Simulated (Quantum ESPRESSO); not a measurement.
## Re under changes of volume

One of the cells (14.811 Å³/atom); the others are scaled copies at fixed shape and fractional positions:

```
CELL_PARAMETERS angstrom
2.76639 0.00000 0.00000
-1.38319 2.39576 0.00000
0.00000 0.00000 8.93885
ATOMIC_POSITIONS crystal
Re 0.66667 0.33333 0.75000
Re 0.00000 0.00000 0.50000
Re 0.33333 0.66667 0.25000
Re 0.00000 0.00000 0.00000
```

- Program: Quantum ESPRESSO 7.5
- Functional: PBEsol
- Potentials or basis: GBRV 1.5 PBEsol
- Cutoff: 612 eV
- Density cutoff: 4898 eV
- k mesh: 11 × 11 × 3
- Occupations: fermi-dirac, width 0.05 eV
- Spin: no spin polarisation

```tsv
volume (Å³/atom)	energy over the lowest point (meV/atom)	pressure (GPa)
13.922	?	?
14.218	9.58	9.3
14.515	0.00	0.8
14.811	5.36	-6.8
15.107	24.14	-13.7
15.403	54.94	-19.8
15.699	96.48	-25.3
```

What does the run at 13.922 Å³/atom give?

Energy over the lowest point 35.79 meV/atom; pressure 18.8 GPa.

Worked out: A Birch-Murnaghan fit of order 3 (a polynomial in V^(-2/3)) to the other rows has its minimum at 14.55 Å³/atom with B0 = V·E''(V) = 392 GPa and B' = 4.4 at fixed shape and positions, which overstates the stiffness. It gives 35.83 meV/atom at 13.922 Å³/atom, against the run's 35.79, and -dE/dV = 19.1 GPa, against 18.8.

Energies are extrapolated to zero smearing.
